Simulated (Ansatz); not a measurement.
## NiO: single point with PBE

Crystal: NiO.

```
Ni O
1.0
     0.00000    2.09131    2.09131
     2.09131    0.00000    2.09131
     2.09131    2.09131    0.00000
Ni O
1 1
Direct
  0.98170 0.98529 0.01021
  0.49719 0.50288 0.48492
```

The cell isn't the ideal one: atoms moved at random, drawn with an rms of 0.05 Å.

```
Program             : Ansatz 0.2.0
Task                : single point
Functional          : PBE
Potentials or basis : all-electron LAPW, scalar-relativistic
Cutoff              : 405 eV (chosen from the basis error)
Basis error allowed : 0.001 eV/atom
k mesh              : 11 × 11 × 11
Occupations         : fermi-dirac, width 0.05 eV
Spin                : collinear spin, ferromagnetic start
Starting moments    : [1.0, 0.0] μB
```

```yaml
Pressure: 5.7 GPa
Largest_force: 0.164 eV/Å
Band_gap_on_the_k_mesh: none (metal or under the smearing width)
Net_moment: 1.83 μB per cell
Absolute_moment: 1.84 μB per cell
Site_moments: Ni +1.51; O +0.30 μB
Loewdin_charges: Ni +1.09; O -0.98 e
```

Forces in eV/Å, atoms in the order of the input:
```
Ni  -0.032 -0.041  0.156
O    0.032  0.041 -0.156
```

Stress tensor (GPa, compression positive):
```
 5.04  0.01 -0.01
 0.01  5.10 -0.02
-0.01 -0.02  6.88
```

Levels at points of the mesh, in eV from the Fermi level:
Spin up:
| k point | band 10 | band 11 | band 12 | band 13 | band 14 | band 15 | band 16 | band 17 | band 18 |
| --- | --- | --- | --- | --- | --- | --- | --- | --- | --- |
| (0.00, 0.00, 0.00) | -3.09 | -2.71 | -2.65 | -2.51 | -2.48 | 1.42 | 17.67 | 18.71 | 18.71 |
Spin down:
```csv
k point,band 9,band 10,band 11,band 12,band 13,band 14,band 15,band 16
"(0.00, 0.00, 0.00)",-2.60,-1.87,-1.75,-1.71,-0.51,-0.40,1.80,17.61
```

Wall time 4.1 min on 2 threads of AMD EPYC 7R43 64-Core Processor (Zen 3), on a shared host, peak memory 1.6 GiB.

Caveat: the atomic charges don't sum to the cell's charge; a cell with one magnetic atom can't hold antiferromagnetic order, which such compounds often take; semilocal functionals often make such compounds metallic where correlation or magnetic order opens a gap, which also shifts bond lengths.
